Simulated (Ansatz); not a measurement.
Base system: LaAlO₃ (space group R-3c, No. 167; a = 5.4124 Å, c = 13.1925 Å (hexagonal axes)).

(Cell as relaxed with PBE.)

Levels (all Ansatz, an electronic-structure program, PAW, earlier PAW set): PBE (420 eV, scalar-relativistic without spin-orbit coupling); r2SCAN (500 eV, without spin-orbit coupling).

Each level relaxes its own structure.

```csv
base,PBE,r2SCAN
volume per atom,11.16 Å³,10.90 Å³
lattice parameter a,5.412 Å,5.367 Å
band gap,4.02 eV,4.38 eV
```

The change: cell and atoms relaxed at a pressure of 30 GPa.

```tsv
quantity	PBE	r2SCAN
band gap	3.77 eV	4.23 eV
shift of the gap caused by the change	-0.25 eV	-0.15 eV
volume per atom	9.82 Å³	9.71 Å³
```

PBE's band gap lies 0.46 eV below r2SCAN's; PBE's shift of the gap caused by the change lies 0.10 eV below r2SCAN's; PBE's volume per atom lies 0.117 Å³ above r2SCAN's (1.2 %). Neither level is exact; r2SCAN is the comparison here, not a measurement.

Load acts through the strain it causes; cell and atoms are relaxed under it. Whether these cells are dynamically stable was not tested. No other phases were tried under pressure.
